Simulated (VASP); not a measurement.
# AlAs (F-43m) in VASP: G0W0 quasiparticle levels with PBEsol

Aim: the G0W0 quasiparticle levels of AlAs with PBEsol.

All numbers are computed with VASP 6.6.1; they aren't measurements. Logs are shortened: lines on timing, memory, paths and dates and some standing lists are left out, and cuts for length are marked.

## (1) Starting point

It takes space group F-43m (No. 216, cubic). The conventional cell has a = 5.661 Å, b = 5.661 Å, c = 5.661 Å, α = 90.00°, β = 90.00°, γ = 90.00°. Al (site symmetry -43m) has 4 As at 2.45 Å as nearest neighbours. As (site symmetry -43m) has 4 Al at 2.45 Å as nearest neighbours.

## (2) G0W0 quasiparticle levels, PBEsol

File POSCAR:

```
AlAs
1.0
    0.0000000000      2.8304000000      2.8304000000
    2.8304000000      0.0000000000      2.8304000000
    2.8304000000      2.8304000000      0.0000000000
Al As
1 1
Direct
    0.0000000000      0.0000000000      0.0000000000
    0.2500000000      0.2500000000      0.2500000000
```

File INCAR.step1:

```
SYSTEM = AlAs
PREC     = Accurate       ! precision mode
ENCUT    = 450            ! plane-wave cutoff, eV
EDIFF    = 1E-8           ! SCF threshold, eV
ISMEAR   = 0              ! smearing method
SIGMA    = 0.01           ! smearing width, eV
LREAL    = .False.        ! projectors in reciprocal space
LASPH    = .True.         ! aspherical terms in the spheres
NELM     = 100            ! most SCF steps
ALGO     = Normal         ! electronic algorithm
LWAVE    = .True.         ! write WAVECAR
LCHARG   = .False.        ! write CHGCAR
GGA      = PS             ! functional
KPAR     = 8
```

File INCAR.step2:

```
SYSTEM = AlAs
PREC     = Accurate       ! precision mode
ENCUT    = 450            ! plane-wave cutoff, eV
EDIFF    = 1E-8           ! SCF threshold, eV
ISMEAR   = 0              ! smearing method
SIGMA    = 0.01           ! smearing width, eV
LREAL    = .False.        ! projectors in reciprocal space
LASPH    = .True.         ! aspherical terms in the spheres
NELM     = 1              ! most SCF steps
ALGO     = Exact          ! electronic algorithm
LWAVE    = .True.         ! write WAVECAR
LCHARG   = .False.        ! write CHGCAR
GGA      = PS             ! functional
NBANDS   = 224            ! bands
LOPTICS  = .True.         ! frequency-dependent dielectric function
ISTART   = 1            
KPAR     = 8
```

File INCAR.step3:

```
SYSTEM = AlAs
PREC     = Accurate       ! precision mode
ENCUT    = 450            ! plane-wave cutoff, eV
EDIFF    = 1E-8           ! SCF threshold, eV
ISMEAR   = 0              ! smearing method
SIGMA    = 0.01           ! smearing width, eV
LREAL    = .False.        ! projectors in reciprocal space
LASPH    = .True.         ! aspherical terms in the spheres
ALGO     = EVGW0          ! electronic algorithm
LWAVE    = .False.        ! write WAVECAR
LCHARG   = .False.        ! write CHGCAR
GGA      = PS             ! functional
NELMGW   = 1            
NBANDS   = 224            ! bands
ENCUTGW  = 230            ! cutoff of the response function
NOMEGA   = 50             ! frequency points
PRECFOCK = Fast         
ISTART   = 1            
NBANDSGW = 12           
KPAR     = 8
```

File KPOINTS:

```
regular mesh
0
Gamma
  5 5 5
  0 0 0
```

Potentials or basis: VASP PAW PBE potentials, release 64 (Al_GW, As_GW).

Run with:

```sh
> cat potpaw_PBE.64/Al_GW/POTCAR potpaw_PBE.64/As_GW/POTCAR > POTCAR
> cp INCAR.step1 INCAR
> mpirun -np 8 vasp_std > vasp.out
> cp INCAR.step2 INCAR
> mpirun -np 8 vasp_std > vasp.out
> cp INCAR.step3 INCAR
> mpirun -np 8 vasp_std > vasp.out
```

OUTCAR:

```text
SYSTEM = AlAs
   PREC = Accurate
   ENCUT = 450
   EDIFF = 1E-8
   ISMEAR = 0
   LREAL = .False.
   LASPH = .True.
   GGA = PS
   NELMGW = 1
   ENCUTGW = 230
   PRECFOCK = Fast
   ISTART = 1

 ion  position               nearest neighbor table
   1  0.000  0.000  0.000-   2 2.45   2 2.45   2 2.45   2 2.45
   2  0.250  0.250  0.250-   1 2.45   1 2.45   1 2.45   1 2.45

  LATTYP: Found a face centered cubic cell.
 ALAT       =     5.6608000000

  Lattice vectors:

 A1 = (   0.0000000000,   2.8304000000,   2.8304000000)
 A2 = (   2.8304000000,   0.0000000000,   2.8304000000)
 A3 = (   2.8304000000,   2.8304000000,   0.0000000000)

Analysis of symmetry for initial positions (statically):
=====================================================================
 Subroutine PRICEL returns:
 Original cell was already a primitive cell.

 Routine SETGRP: Setting up the symmetry group for a
 face centered cubic supercell.

 Subroutine GETGRP returns: Found 24 space group operations
 (whereof 24 operations were pure point group operations)
 out of a pool of 48 trial point group operations.

The static configuration has the point symmetry T_d .

Analysis of symmetry for dynamics (positions and initial velocities):
=====================================================================
 Subroutine PRICEL returns:
 Original cell was already a primitive cell.

 Routine SETGRP: Setting up the symmetry group for a
 face centered cubic supercell.

 Subroutine GETGRP returns: Found 24 space group operations
 (whereof 24 operations were pure point group operations)
 out of a pool of 48 trial point group operations.

The dynamic configuration has the point symmetry T_d .

 Subroutine INISYM returns: Found 24 space group operations
 (whereof 24 operations are pure point group operations),
 and found     1 'primitive' translations

----------------------------------------------------------------------------------------

                                     Primitive cell

  volume of cell :      45.3496

  direct lattice vectors                    reciprocal lattice vectors
     0.000000000  2.830400000  2.830400000    -0.176653477  0.176653477  0.176653477
     2.830400000  0.000000000  2.830400000     0.176653477 -0.176653477  0.176653477
     2.830400000  2.830400000  0.000000000     0.176653477  0.176653477 -0.176653477

  length of vectors
     4.002790067  4.002790067  4.002790067     0.305972797  0.305972797  0.305972797

  position of ions in fractional coordinates (direct lattice)
     0.000000000  0.000000000  0.000000000
     0.250000000  0.250000000  0.250000000

  ion indices of the primitive-cell ions
   primitive index   ion index
                 1           1
                 2           2

----------------------------------------------------------------------------------------

 KPOINTS: regular mesh

Automatic generation of k-mesh.
 Grid dimensions read from file:
 generate k-points for:    5    5    5

 Generating k-lattice:

  Cartesian coordinates                     Fractional coordinates (reciprocal lattice)
    -0.035330695  0.035330695  0.035330695     0.200000000  0.000000000  0.000000000
     0.035330695 -0.035330695  0.035330695     0.000000000  0.200000000  0.000000000
     0.035330695  0.035330695 -0.035330695     0.000000000  0.000000000  0.200000000

  Length of vectors
     0.061194559  0.061194559  0.061194559

  Shift w.r.t. Gamma in fractional coordinates (k-lattice)
     0.000000000  0.000000000  0.000000000

 Subroutine IBZKPT returns following result:
 ===========================================

 Found     10 irreducible k-points:

 Following reciprocal coordinates:
            Coordinates               Weight
  0.000000  0.000000  0.000000      1.000000
  0.200000  0.000000  0.000000      8.000000
  0.400000  0.000000  0.000000      8.000000
  0.200000  0.200000  0.000000      6.000000
  0.400000  0.200000  0.000000     24.000000
 -0.400000  0.200000  0.000000     24.000000
 -0.200000  0.200000  0.000000     12.000000
  0.400000  0.400000  0.000000      6.000000
 -0.400000  0.400000  0.000000     12.000000
 -0.400000  0.400000  0.200000     24.000000
   k-points           NKPTS =     10   k-points in BZ     NKDIM =    125   number of bands    NBANDS=    224
   number of dos      NEDOS =    301   number of ions     NIONS =      2
   total plane-waves  NPLWV =  21952
   dimension x,y,z NGX =    28 NGY =   28 NGZ =   28
   dimension x,y,z NGXF=    56 NGYF=   56 NGZF=   56
   ions per type =               1   1
   NGX,Y,Z   is equivalent  to a cutoff of  11.63, 11.63, 11.63 a.u.
   NGXF,Y,Z  is equivalent  to a cutoff of  23.26, 23.26, 23.26 a.u.
 SYSTEM =  AlAs
   PREC   = accura    normal or accurate (medium, high low for compatibility)
   ISTART =      1    job   : 0-new  1-cont  2-samecut
   ICHARG =      0    charge: 1-file 2-atom 10-const
   ISPIN  =      1    spin polarized calculation?
   LNONCOLLINEAR =      F non collinear calculations
   LSORBIT =      F    spin-orbit coupling
   LASPH  =      T    aspherical Exc in radial PAW
   ENCUT  =  450.0 eV  33.07 Ry    5.75 a.u.   6.92  6.92  6.92*2*pi/ulx,y,z
   NELM   =     60;   NELMIN=  2; NELMDL=  0     # of ELM steps
   EDIFF  = 0.1E-07   stopping-criterion for ELM
   LREAL  =      F    real-space projection
   EDIFFG = 0.1E-06   stopping-criterion for IOM
   NSW    =      0    number of steps for IOM
   IBRION =     -1    ionic relax: 0-MD 1-quasi-New 2-CG
   NFREE  =      0    steps in history (QN), initial steepest desc. (CG)
   ISIF   =      0    stress and relaxation
   ISYM   =      3    0-nonsym 1-usesym 2-fastsym
   POTIM  = 0.5000    time-step for ionic-motion
   TEBEG  =    0.0;   TEEND  =   0.0 temperature during run
   PSTRESS=    0.0 pullay stress
   NELECT =       8.0000    total number of electrons
   NUPDOWN=      -1.0000    fix difference up-down
   EMIN   =  10.00;   EMAX   =-10.00  energy-range for DOS
   EFERMI =   0.00;   METHOD = LEGACY
   ISMEAR =     0;   SIGMA  =   0.01  broadening in eV -4-tet -1-fermi 0-gaus
   EFERMI_NEDOS =   21; number of points for ismear=-14 and -15
   IALGO  =     38    algorithm
   IMIX   =      4    mixing-type and parameters
     AMIX     =   0.40;   BMIX     =  1.00
     AMIX_MAG =   1.60;   BMIX_MAG =  1.00
  volume/ion in A,a.u.               =      22.67       153.02
  Fermi-wavevector in a.u.,A,eV,Ry     =   0.918150  1.735052 11.469706  0.843000
  Thomas-Fermi vector in A             =   2.043199
   LORBIT       =      0    0 simple, 1 ext, 2 COOP (PROOUT), +10 PAW based schemes
   GGA     = PS    functional components
   LHFCALC =     T    Hartree Fock is set to
   PRECFOCK=fast      Normal, Fast or Accurate (Low or Medium for compatibility)
   ENCUT4O =  -1.0   cutoff for four orbital integrals eV
   NKREDX  =     1    reduce k-point grid by
   NKREDY  =     1    reduce k-point grid by
   NKREDZ  =     1    reduce k-point grid by
   AEXX    =    1.0000 exact exchange contribution
   HFSCREEN=    0.0000 screening length (either q_TF or 0.3 A-1)
   HFSCREENC=   0.0000 screening length for correlation (either q_TF or 0.3 A-1)
   ENCUTFOCK=  -1.0 apply spherical cutoff to Coloumb kernel
   IVDW    =     0    specifies the selected vdW correction
   LEPSILON=     F    determine dielectric tensor
   LRPA    =     F    only Hartree local field effects (RPA)
   LRPAFORCE           =     F    calculate RPA forces
   ENCUTGW             = 230.0    cutoff for response function in eV
   ENCUTGWSOFT         = 184.0    soft cutoff for Coulomb kernel in GW response function in eV
   ENCUTLF             =  -1.0    cutoff for local field effects
   NELMGW              =     1    number of iterations in solving QP/BSE equation
   NELMHF              =     1    number of iterations in the inner HF iteration
   NKREDLFX            =     1    NKREDLFY  =   1   NKREDLFZ  =   1
 non-spin polarized calculation
 Gauss-broadening in eV      SIGMA  =   0.01
  energy-cutoff  :      450.00
  volume of cell :       45.35
 maximum number of plane-waves:       990
  NGX = 16; NGY = 16; NGZ = 16
   NGX = 13   NGY = 13   NGZ = 13
 maximum number of plane-waves:       370

 QP shifts <psi_nk| G(iteration)W_0 |psi_nk>: iteration 1
 for sc-GW calculations column KS-energies equals QP-energies in previous step
 and V_xc(KS)=  KS-energies - (<T + V_ion + V_H > + <T+V_H+V_ion>^1  + <V_x>^1)

 k-point   1 :       0.0000    0.0000    0.0000
  band No.  KS-energies  QP-energies   sigma(KS)   V_xc(KS)     V^pw_x(r,r')   Z            occupation Imag(sigma)

      1      -8.5390      -9.0340     -11.7361     -10.9692     -17.8789       0.6455       2.0000       0.9735
      2       3.3530       2.7238     -12.1520     -11.3289     -13.1156       0.7644       2.0000       0.0035
      3       3.3530       2.7238     -12.1520     -11.3289     -13.1156       0.7644       2.0000       0.0035
      4       3.3530       2.7238     -12.1520     -11.3289     -13.1156       0.7644       2.0000       0.0035
      5       5.3144       5.7405      -9.5091     -10.0622      -5.6915       0.7704       0.0000      -0.0998
      6       7.6036       7.7906      -8.9854      -9.2337      -4.6082       0.7533       0.0000      -0.1049
      7       7.6036       7.7906      -8.9854      -9.2337      -4.6082       0.7533       0.0000      -0.1049
      8       7.6036       7.7906      -8.9854      -9.2337      -4.6082       0.7533       0.0000      -0.1049
      9      12.0508      12.1425      -7.6851      -7.8075      -2.3071       0.7487       0.0000      -0.2743
     10      12.3376      12.4667      -8.9907      -9.1650      -3.6755       0.7406       0.0000      -0.2427
     11      12.3376      12.4667      -8.9907      -9.1650      -3.6755       0.7406       0.0000      -0.2427
     12      14.6505      14.6849      -7.8030      -7.8493      -2.0343       0.7425       0.0000      -0.5038

 k-point   2 :       0.2000    0.0000    0.0000
  band No.  KS-energies  QP-energies   sigma(KS)   V_xc(KS)     V^pw_x(r,r')   Z            occupation Imag(sigma)
[... 129 lines left out ...]
      1      -6.7111      -7.1731     -12.4490     -11.7768     -17.8149       0.6873       2.0000       0.7160
      2      -1.6589      -2.2987     -11.0033     -10.0889     -13.9748       0.6997       2.0000       0.1469
      3       0.1859      -0.4878     -10.8750      -9.9501     -12.8949       0.7284       2.0000       0.0436
      4       1.1036       0.4407     -11.0974     -10.2034     -12.6983       0.7416       2.0000       0.0200
      5       7.1516       7.2679      -8.7742      -8.9271      -4.5871       0.7608       0.0000      -0.1053
      6       8.1933       8.4185      -9.2520      -9.5514      -4.7541       0.7521       0.0000      -0.1190
      7       8.5502       8.7274      -8.7710      -9.0072      -4.1375       0.7505       0.0000      -0.1287
      8      11.7345      11.8952      -9.2704      -9.4901      -3.7539       0.7316       0.0000      -0.2751
      9      12.4733      12.6357      -9.5646      -9.7888      -3.7500       0.7240       0.0000      -0.3427
     10      14.0597      14.2123      -9.2961      -9.5029      -3.3875       0.7375       0.0000      -0.4461
     11      17.2057      17.3158      -9.5023      -9.6513      -2.9595       0.7396       0.0000      -0.7793
     12      17.6703      17.7502      -8.4033      -8.5113      -2.1738       0.7402       0.0000      -0.7111
```

It took 98 s on 8 MPI ranks of Intel Xeon Platinum 8488C (Sapphire Rapids), shared host; peak memory 0.8 GiB.

Results:

```yaml
Band_gap_on_the_k_mesh_mean-field_level: 1.53 eV, indirect (least direct gap 1.96 eV)
Quasiparticle_gap: 2.27 eV
Least_direct_quasiparticle_gap: 3.02 eV
```

Caveat: bands, screening cutoff and mesh are small and nothing is extrapolated, so the quasiparticle values aren't converged; an odd mesh through Γ misses points on the zone boundary, where band edges often lie.
